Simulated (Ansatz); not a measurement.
# MoS2: the cost of one run

Program: Ansatz 0.2.0. Level of theory: DFT PBE+D3(BJ), scalar-relativistic, plane waves, PAW, and further levels as typed in the inputs. These are calculated values, not measurements.

**1. Starting point**

Symmetry: P-6m2, No. 187, hexagonal system. Conventional cell: a = 3.192 Å, b = 3.192 Å, c = 33.424 Å, α = 90.00°, β = 90.00°, γ = 120.00°. Around S (site symmetry 3m) lie 3 Mo at 2.42 Å. Mo (site symmetry 3m) has 6 S at 2.42 Å as nearest neighbours. Mo (site symmetry -6m2) is surrounded by 6 S at 2.42 Å.

As a file:

```
CELL_PARAMETERS angstrom
3.19160 0.00000 0.00000
-1.59580 2.76401 0.00000
0.00000 0.00000 33.42400
ATOMIC_POSITIONS crystal
S 0.66667 0.33333 0.26927
Mo 0.33333 0.66667 0.31609
S 0.66667 0.33333 0.36291
S 0.33333 0.66667 0.45318
Mo 0.66667 0.33333 0.50000
S 0.33333 0.66667 0.54682
S 0.66667 0.33333 0.63709
Mo 0.33333 0.66667 0.68391
S 0.66667 0.33333 0.73073
```

**2. Relaxing the atoms: Mo3S6 sheet, no spin**

Contents of input.yaml:

```yaml
crystal:
  lattice:
    - [3.1916, 0.0, 0.0]
    - [-1.5958, 2.7640066787, 0.0]
    - [0.0, 0.0, 33.424]
  atoms:
    - { symbol: S, position: [0.6666666667, 0.3333333333, 0.2692675921] }
    - { symbol: Mo, position: [0.3333333333, 0.6666666667, 0.3160902346] }
    - { symbol: S, position: [0.6666666667, 0.3333333333, 0.362912877] }
    - { symbol: S, position: [0.3333333333, 0.6666666667, 0.4531773576] }
    - { symbol: Mo, position: [0.6666666667, 0.3333333333, 0.5] }
    - { symbol: S, position: [0.3333333333, 0.6666666667, 0.5468226424] }
    - { symbol: S, position: [0.6666666667, 0.3333333333, 0.637087123] }
    - { symbol: Mo, position: [0.3333333333, 0.6666666667, 0.6839097654] }
    - { symbol: S, position: [0.6666666667, 0.3333333333, 0.7307324079] }
  periodic: [true, true, false]
scf:
  occupations: { method: gaussian, width: 0.02 }
  n_extra_bands: 6
output:
  forces: true
  stress: false
  write_density: true
  write_potential: true
  elf: true
  volumetric_format: npy
kpoints:
  mp_grid: { grid: [12, 12, 1] }
hamiltonian:
  xc: pbe
  dispersion: d3bj
relax:
  f_tol: 0.004
  max_steps: 100
```

The run is started by

```bash
> ansatz run input.yaml --threads 4 --pin off --max-ram 12288MiB --backend cpu --events-out ev --progress --plain --runs-dir out
```

What time and memory should one allow on 4 threads of Intel Xeon Platinum 8488C (Sapphire Rapids), shared host?

About 28 s, with a peak of 1.2 GiB.
